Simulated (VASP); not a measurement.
# CdTe (F-43m) in VASP: further runs

Aim: see how the results for CdTe move with the level of theory and the settings. Levels: PBEsol, PBE. Tasks: relaxation of cell and atoms.

All numbers are computed with VASP 6.6.1; they aren't measurements. Logs are shortened: lines on timing, memory, paths and dates and some standing lists are left out, and cuts for length are marked.

### Step 1. Starting point

It takes space group F-43m (No. 216, cubic). The conventional cell has a = 6.496 Å, b = 6.496 Å, c = 6.496 Å, α = 90.00°, β = 90.00°, γ = 90.00°. Cd (site symmetry -43m) has 4 Te at 2.81 Å as nearest neighbours. Te (site symmetry -43m) has 4 Cd at 2.81 Å as nearest neighbours.

### Step 2. Relaxation of cell and atoms, PBEsol

Input file INCAR:

```
ALGO = Normal
EDIFF = 1E-7
EDIFFG = -0.005
ENCUT = 600
GGA = PS
IBRION = 2
ISIF = 3
ISMEAR = 0
LASPH = T
LCHARG = F
LREAL = F
LWAVE = F
NELM = 80
NSW = 90
PREC = Accurate
SIGMA = 0.03
```

Input file KPOINTS:

```
k-points
0
Gamma
  8 8 8
```

Input file POSCAR:

```
CdTe                                    
1.0
    0.0000000000      3.2477981882      3.2477981882
    3.2477981882      0.0000000000      3.2477981882
    3.2477981882      3.2477981882      0.0000000000
  Cd              Te            
     1     1
Direct
     0.0000000000000000    0.0000000000000000    0.0000000000000000
     0.2500000000000000    0.2500000000000000    0.2500000000000000
```

Potentials or basis: VASP PAW PBE potentials, release 64 (Cd, Te).

Run with:

```sh
cat potpaw_PBE.64/Cd/POTCAR potpaw_PBE.64/Te/POTCAR > POTCAR
mpirun -np 1 vasp_std > vasp.out
```

OUTCAR:

```text
EDIFF = 1E-7
   EDIFFG = -0.005
   ENCUT = 600
   GGA = PS
   IBRION = 2
   ISIF = 3
   ISMEAR = 0
   LASPH = T
   LREAL = F
   NELM = 80
   NSW = 90
   PREC = Accurate

 ion  position               nearest neighbor table
   1  0.000  0.000  0.000-   2 2.81   2 2.81   2 2.81   2 2.81
   2  0.250  0.250  0.250-   1 2.81   1 2.81   1 2.81   1 2.81

  LATTYP: Found a face centered cubic cell.
 ALAT       =     6.4955963764

  Lattice vectors:

 A1 = (   0.0000000000,   3.2477981882,   3.2477981882)
 A2 = (   3.2477981882,   0.0000000000,   3.2477981882)
 A3 = (   3.2477981882,   3.2477981882,   0.0000000000)

Analysis of symmetry for initial positions (statically):
=====================================================================
 Subroutine PRICEL returns:
 Original cell was already a primitive cell.

 Routine SETGRP: Setting up the symmetry group for a
 face centered cubic supercell.

 Subroutine GETGRP returns: Found 24 space group operations
 (whereof 24 operations were pure point group operations)
 out of a pool of 48 trial point group operations.

The static configuration has the point symmetry T_d .

Analysis of symmetry for dynamics (positions and initial velocities):
=====================================================================
 Subroutine PRICEL returns:
 Original cell was already a primitive cell.

 Routine SETGRP: Setting up the symmetry group for a
 face centered cubic supercell.

 Subroutine GETGRP returns: Found 24 space group operations
 (whereof 24 operations were pure point group operations)
 out of a pool of 48 trial point group operations.

The dynamic configuration has the point symmetry T_d .

 Subroutine INISYM returns: Found 24 space group operations
 (whereof 24 operations are pure point group operations),
 and found     1 'primitive' translations

----------------------------------------------------------------------------------------

                                     Primitive cell

  volume of cell :      68.5168

  direct lattice vectors                    reciprocal lattice vectors
     0.000000000  3.247798188  3.247798188    -0.153950452  0.153950452  0.153950452
     3.247798188  0.000000000  3.247798188     0.153950452 -0.153950452  0.153950452
     3.247798188  3.247798188  0.000000000     0.153950452  0.153950452 -0.153950452

  length of vectors
     4.593080246  4.593080246  4.593080246     0.266650005  0.266650005  0.266650005

  position of ions in fractional coordinates (direct lattice)
     0.000000000  0.000000000  0.000000000
     0.250000000  0.250000000  0.250000000

  ion indices of the primitive-cell ions
[... 85 lines left out ...]
   PSTRESS=    0.0 pullay stress
   NELECT =      18.0000    total number of electrons
   NUPDOWN=      -1.0000    fix difference up-down
   EMIN   =  10.00;   EMAX   =-10.00  energy-range for DOS
   EFERMI =   0.00;   METHOD = LEGACY
   ISMEAR =     0;   SIGMA  =   0.03  broadening in eV -4-tet -1-fermi 0-gaus
   EFERMI_NEDOS =   21; number of points for ismear=-14 and -15
   IALGO  =     38    algorithm
   IMIX   =      4    mixing-type and parameters
     AMIX     =   0.40;   BMIX     =  1.00
     AMIX_MAG =   1.60;   BMIX_MAG =  1.00
  volume/ion in A,a.u.               =      34.26       231.19
  Fermi-wavevector in a.u.,A,eV,Ry     =   1.048496  1.981369 14.957471  1.099343
  Thomas-Fermi vector in A             =   2.183420
   LORBIT       =      0    0 simple, 1 ext, 2 COOP (PROOUT), +10 PAW based schemes
   GGA     = PS    functional components
   LHFCALC =     F    Hartree Fock is set to
   AEXX    =    0.0000 exact exchange contribution
   IVDW    =     0    specifies the selected vdW correction
   LEPSILON=     F    determine dielectric tensor
   LRPA    =     F    only Hartree local field effects (RPA)
 conjugate gradient relaxation of ions
 non-spin polarized calculation
 Gauss-broadening in eV      SIGMA  =   0.03
  energy-cutoff  :      600.00
  volume of cell :       68.52
 maximum number of plane-waves:      2303
 NGX is ok and might be reduce to    40
   NGX = 19   NGY = 19   NGZ = 19

 number of electron      17.9999998 magnetization

 Free energy of the ion-electron system (eV)
  ---------------------------------------------------
  ext. energy  EPLUGINS =         0.00000000
  ---------------------------------------------------
  free energy    TOTEN  =        -5.48951773 eV

  energy without entropy =       -5.48951773  energy(sigma->0) =       -5.48951773

 E-fermi :   2.2763     XC(G=0):  -8.7515

 val. band max:        2.1496956691   @ k =   0.0000   0.0000   0.0000
 cond. band min:       2.7920660258   @ k =   0.0000   0.0000   0.0000
 fundamental gap:      0.6423703567
 Fermi energy:         2.2763351945

 k-point     1 :       0.0000    0.0000    0.0000
  band No.  band energies     occupation
      1      -9.0241      2.00000
      2      -6.0827      2.00000
      3      -6.0827      2.00000
      4      -6.0827      2.00000
      5      -5.8227      2.00000
      6      -5.8227      2.00000
      7       2.1497      2.00000
      8       2.1497      2.00000
      9       2.1497      2.00000
     10       2.7921      0.00000
     11       6.7008      0.00000
     12       6.7008      0.00000
     13       6.7008      0.00000
[... 354 lines left out ...]
  band No.  band energies     occupation
      1      -8.5636      2.00000
      2      -5.9949      2.00000
      3      -5.9824      2.00000
      4      -5.8386      2.00000
      5      -5.8174      2.00000
      6      -5.3892      2.00000
      7      -2.0970      2.00000
      8       0.0755      2.00000
      9       0.8827      2.00000
     10       5.3121      0.00000
     11       6.6619      0.00000
     12       8.0605      0.00000
     13       9.2331      0.00000

 [... further k-points ...]
[... 5 lines left out ...]
  --------------------------------------------------------------------------------------
  -------------------------------------------------------------------------------------
  Total        0.0011062      0.0011062      0.0011062      0.0000000     -0.0000000      0.0000000
  in kB        0.0258680      0.0258680      0.0258680      0.0000000     -0.0000000      0.0000000
  external PRESSURE =       0.0258680 kB  Pullay stress =       0.0000000 kB

 VOLUME and BASIS-vectors are now :
 -----------------------------------------------------------------------------
  energy-cutoff  :      600.00
  volume of cell :       68.52
      direct lattice vectors                 reciprocal lattice vectors
     0.000000000  3.247798188  3.247798188    -0.153950452  0.153950452  0.153950452
     3.247798188  0.000000000  3.247798188     0.153950452 -0.153950452  0.153950452
     3.247798188  3.247798188  0.000000000     0.153950452  0.153950452 -0.153950452

 POSITION                                       TOTAL-FORCE (eV/Angst)
 -----------------------------------------------------------------------------------
      0.00000      0.00000      0.00000        -0.000000      0.000000     -0.000000
      1.62390      1.62390      1.62390         0.000000     -0.000000      0.000000
 -----------------------------------------------------------------------------------
    total drift:                               -0.000000     -0.000000     -0.000000

  FREE ENERGIE OF THE ION-ELECTRON SYSTEM (eV)
  ---------------------------------------------------
  free  energy   TOTEN  =        -5.4895177273 eV

  energy  without entropy=       -5.4895177273  energy(sigma->0) =       -5.48951773

 reached required accuracy - stopping structural energy minimisation
```

OSZICAR:

```text
N       E                     dE             d eps       ncg     rms          rms(c)
DAV:   1     0.111290978043E+03    0.11129E+03   -0.90258E+03   754   0.134E+03
DAV:   2    -0.115289977222E+01   -0.11244E+03   -0.10750E+03   829   0.290E+02
DAV:   3    -0.570009308599E+01   -0.45472E+01   -0.45306E+01   909   0.612E+01
DAV:   4    -0.574477222384E+01   -0.44679E-01   -0.44674E-01  1027   0.537E+00
DAV:   5    -0.574495735816E+01   -0.18513E-03   -0.18513E-03   924   0.294E-01    0.537E+00
DAV:   6    -0.550791406786E+01    0.23704E+00   -0.53961E-01   854   0.102E+01    0.450E+00
DAV:   7    -0.549050441317E+01    0.17410E-01   -0.11065E-01   854   0.253E+00    0.184E+00
DAV:   8    -0.548950435498E+01    0.10001E-02   -0.96994E-03   779   0.138E+00    0.534E-01
DAV:   9    -0.548946481237E+01    0.39543E-04   -0.79255E-04   894   0.337E-01    0.118E-01
DAV:  10    -0.548949534336E+01   -0.30531E-04   -0.11732E-04   824   0.116E-01    0.551E-02
DAV:  11    -0.548951954702E+01   -0.24204E-04   -0.46740E-05   797   0.443E-02    0.314E-02
DAV:  12    -0.548951778921E+01    0.17578E-05   -0.47983E-06   894   0.167E-02    0.171E-02
DAV:  13    -0.548951772733E+01    0.61876E-07   -0.36560E-07   814   0.438E-03
   1 F= -.54895177E+01 E0= -.54895177E+01  d E =-.548952E+01
```

CONTCAR:

```text
CdTe
   1.00000000000000
     0.0000000000000000    3.2477981882000000    3.2477981882000000
     3.2477981882000000    0.0000000000000000    3.2477981882000000
     3.2477981882000000    3.2477981882000000    0.0000000000000000
  Cd              Te
     1     1
Direct
     0.0000000000000000    0.0000000000000000    0.0000000000000000
     0.2500000000000000    0.2500000000000000    0.2500000000000000

  0.00000000E+00  0.00000000E+00  0.00000000E+00
  0.00000000E+00  0.00000000E+00  0.00000000E+00
```

Wall time 38 s (1 thread of Intel Xeon Platinum 8259CL at 2.50GHz (Skylake/Cascade Lake), shared host); peak memory 0.25 GiB.

Results:

* Free energy: -5.4895 eV
* Pressure after relaxing: 0.0 GPa
* Band gap on the k mesh: 0.64 eV, direct

Final structure:
```
CELL_PARAMETERS angstrom
0.00000 3.24780 3.24780
3.24780 0.00000 3.24780
3.24780 3.24780 0.00000
ATOMIC_POSITIONS crystal
Cd 0.00000 0.00000 0.00000
Te 0.25000 0.25000 0.25000
```

Levels at points of the mesh, in eV from the valence-band top:
```
           k point  band 5  band 6  band 7  band 8  band 9  band 10  band 11  band 12  band 13
(0.00, 0.00, 0.00)   -7.97   -7.97    0.00    0.00    0.00     0.64     4.55     4.55     4.55
(0.50, 0.00, 0.00)   -7.96   -7.63   -4.44   -0.77   -0.77     1.73     5.13     5.13     6.93
(0.50, 0.50, 0.00)   -7.94   -7.50   -4.32   -1.86   -1.86     2.51     2.60     8.69     9.04
```

Caveat: the relaxation stopped at its first step, so nothing moved; the PAW data sets were made with another functional, which shifts forces and pressure a little; spin-orbit coupling is left out, which moves the levels of the heavy elements. A hybrid or GW would open this gap; PBEsol tends to underestimate it.

### Step 3. Relaxation of cell and atoms, PBE

This run uses another cell than the first one, of 32.92 Å³/atom, 0.961 times its volume.

Input file INCAR:

```
SYSTEM = CdTe
  PREC = Accurate
  ENCUT = 600
  EDIFF = 1E-6
  ISMEAR = 0
  SIGMA = 0.03
  LREAL = .FALSE.
  LASPH = .TRUE.
  NELM = 80
  ALGO = Normal
  ISIF = 3
  LWAVE = .FALSE.
  LCHARG = .FALSE.
  GGA = PE
  IBRION = 2
  NSW = 90
  EDIFFG = -0.01
```

Input file KPOINTS:

```
Automatic mesh
0
G
  8 8 8
  0 0 0
```

Input file POSCAR:

```
CdTe
1.0
    0.0000000000      3.2050000000      3.2050000000
    3.2050000000      0.0000000000      3.2050000000
    3.2050000000      3.2050000000      0.0000000000
Cd Te
1 1
Direct
    0.0000000000      0.0000000000      0.0000000000
    0.2500000000      0.2500000000      0.2500000000
```

Potentials or basis: VASP PAW PBE potentials, release 64 (Cd, Te).

Run with:

```sh
cat potpaw_PBE.64/Cd/POTCAR potpaw_PBE.64/Te/POTCAR > POTCAR
mpirun -np 1 vasp_std > vasp.out
```

Wall time 88 s (1 thread of Intel Xeon Platinum 8488C (Sapphire Rapids), shared host); peak memory 0.24 GiB.

Results (log left out):

```
Free energy                            : -4.8104 eV
Relaxed volume                         : 36.30 Å³/atom
Relaxed cell                           : a = 4.683 Å, b = 4.683 Å, c = 4.683 Å, α = 60.00°, β = 60.00°, γ = 60.00°
Space group after relaxing (to 0.05 Å) : F-43m (No. 216)
Energy gained by relaxing              : 42.0 meV/atom
Ionic steps                            : 3
Pressure after relaxing                : 0.0 GPa
Band gap on the k mesh                 : 0.58 eV, direct
```

The path:
| step | energy change (eV) | largest force (eV/Å) | pressure (GPa) | volume (Å³) |
| --- | --- | --- | --- | --- |
| 1 | 0.0000 | 0.0000 | 4.35 | 65.84 |
| 2 | -0.0777 | 0.0000 | -0.93 | 74.74 |
| 3 | -0.0840 | 0.0000 | 0.02 | 72.60 |

Final structure:
```xyz
2
Lattice="0.0000 3.3111 3.3111 3.3111 0.0000 3.3111 3.3111 3.3111 0.0000" Properties=species:S:1:pos:R:3 pbc="T T T"
Cd    0.0000    0.0000    0.0000
Te    1.6556    1.6556    1.6556
```

Levels at points of the mesh, in eV from the valence-band top:
```
           k point  band 7  band 8  band 9  band 10  band 11  band 12
(0.00, 0.00, 0.00)    0.00    0.00    0.00     0.58     4.64     4.64
(0.50, 0.00, 0.00)   -4.07   -0.68   -0.68     1.75     5.21     5.21
(0.50, 0.50, 0.00)   -4.00   -1.65   -1.65     2.67     2.74     8.50
```

Caveat: spin-orbit coupling is left out, which moves the levels of the heavy elements; the volume moved by +10 % from the deposited cell, more than functionals usually miss. Zero-point motion and thermal expansion aren't in these numbers.

### Step 4. Relaxation of cell and atoms, PBE

This run uses another cell than the first one, of 36.30 Å³/atom, 1.060 times its volume.

INCAR, as its differences from that of step 3:

```diff
@@ -3,3 +3,3 @@
   ENCUT = 600
-  EDIFF = 1E-6
+  EDIFF = 1E-7
   ISMEAR = 0
@@ -16,2 +16,2 @@
   NSW = 90
-  EDIFFG = -0.01
+  EDIFFG = -0.005
```

KPOINTS is that of step 3.

Input file POSCAR:

```
CdTe                                    
1.0
   -0.0000000000      3.3111409341      3.3111409341
    3.3111409341     -0.0000000000      3.3111409341
    3.3111409341      3.3111409341      0.0000000000
  Cd              Te            
     1     1
Direct
     0.0000000000000000    0.0000000000000000    0.0000000000000000
     0.2500000000000000    0.2500000000000000    0.2500000000000000
```

Run with:

```sh
cat potpaw_PBE.64/Cd/POTCAR potpaw_PBE.64/Te/POTCAR > POTCAR
mpirun -np 1 vasp_std > vasp.out
```

Run time: 51 s. Hardware: 1 thread of Intel Xeon Platinum 8488C (Sapphire Rapids), shared host; peak memory 0.25 GiB.

The run converged. Its results:

```
Free energy             : -4.8118 eV
Pressure after relaxing : 0.0 GPa
Band gap on the k mesh  : 0.58 eV, direct
```

Final structure:
```
CELL_PARAMETERS angstrom
0.00000 3.31114 3.31114
3.31114 0.00000 3.31114
3.31114 3.31114 0.00000
ATOMIC_POSITIONS crystal
Cd 0.00000 0.00000 0.00000
Te 0.25000 0.25000 0.25000
```

Levels at points of the mesh, in eV from the valence-band top:
```csv
k point,band 5,band 6,band 7,band 8,band 9,band 10,band 11,band 12,band 13
"(0.00, 0.00, 0.00)",-7.87,-7.87,0.00,0.00,0.00,0.58,4.64,4.64,4.64
"(0.50, 0.00, 0.00)",-7.86,-7.57,-4.07,-0.68,-0.68,1.75,5.21,5.21,7.01
"(0.50, 0.50, 0.00)",-7.84,-7.45,-4.00,-1.65,-1.65,2.67,2.74,8.50,8.80
```

Caveat: the relaxation stopped at its first step, so nothing moved; spin-orbit coupling is left out, which moves the levels of the heavy elements. A hybrid or GW would open this gap; PBE tends to underestimate it.

### Step 5. Relaxation of cell and atoms, PBE

This run uses another cell than the first one, of 32.92 Å³/atom, 0.961 times its volume.

Input file INCAR:

```
SYSTEM = CdTe
  PREC = Accurate
  ENCUT = 600
  EDIFF = 1E-6
  ISMEAR = 0
  SIGMA = 0.03
  LREAL = .False.
  LASPH = .True.
  NELM = 80
  ALGO = Normal
  ISIF = 3
  LWAVE = .False.
  LCHARG = .False.
  GGA = PE
  IBRION = 2
  NSW = 90
  EDIFFG = -0.01
```

Input file KPOINTS:

```
regular mesh
0
Gamma
  8 8 8
  0 0 0
```

Input file POSCAR:

```
CdTe
1.0
    0.0000000000      3.2050000000      3.2050000000
    3.2050000000      0.0000000000      3.2050000000
    3.2050000000      3.2050000000      0.0000000000
Cd Te
1 1
Direct
    0.0000000000      0.0000000000      0.0000000000
    0.2500000000      0.2500000000      0.2500000000
```

Run with:

```sh
cat potpaw_PBE.64/Cd/POTCAR potpaw_PBE.64/Te/POTCAR > POTCAR
mpirun -np 1 vasp_std > vasp.out
```

Run time: 36 s. Hardware: 1 thread of AMD EPYC 9R45 (Zen 5), shared host; peak memory 0.21 GiB.

It converged, with:

| Property | Result |
| --- | --- |
| Free energy | -4.8104 eV |
| Relaxed volume | 36.30 Å³/atom |
| Relaxed cell | a = 4.683 Å, b = 4.683 Å, c = 4.683 Å, α = 60.00°, β = 60.00°, γ = 60.00° |
| Space group after relaxing (to 0.05 Å) | F-43m (No. 216) |
| Energy gained by relaxing | 42.0 meV/atom |
| Ionic steps | 3 |
| Pressure after relaxing | 0.0 GPa |
| Band gap on the k mesh | 0.58 eV, direct |

Step by step:
| step | energy change (eV) | largest force (eV/Å) | pressure (GPa) | volume (Å³) |
| --- | --- | --- | --- | --- |
| 1 | 0.0000 | 0.0000 | 4.35 | 65.84 |
| 2 | -0.0777 | 0.0000 | -0.93 | 74.74 |
| 3 | -0.0840 | 0.0000 | 0.02 | 72.60 |

Final structure:
```
CELL_PARAMETERS angstrom
0.00000 3.31114 3.31114
3.31114 0.00000 3.31114
3.31114 3.31114 0.00000
ATOMIC_POSITIONS crystal
Cd 0.00000 0.00000 0.00000
Te 0.25000 0.25000 0.25000
```

Levels at points of the mesh, in eV from the valence-band top:
| k point | band 6 | band 7 | band 8 | band 9 | band 10 | band 11 | band 12 | band 13 |
| --- | --- | --- | --- | --- | --- | --- | --- | --- |
| (0.00, 0.00, 0.00) | -7.87 | 0.00 | 0.00 | 0.00 | 0.58 | 4.64 | 4.64 | 4.64 |
| (0.50, 0.00, 0.00) | -7.57 | -4.07 | -0.68 | -0.68 | 1.75 | 5.21 | 5.21 | 7.01 |
| (0.50, 0.50, 0.00) | -7.45 | -4.00 | -1.65 | -1.65 | 2.67 | 2.74 | 8.50 | 8.80 |

Caveat: spin-orbit coupling is left out, which moves the levels of the heavy elements; the volume moved by +10 % from the deposited cell, more than functionals usually miss.
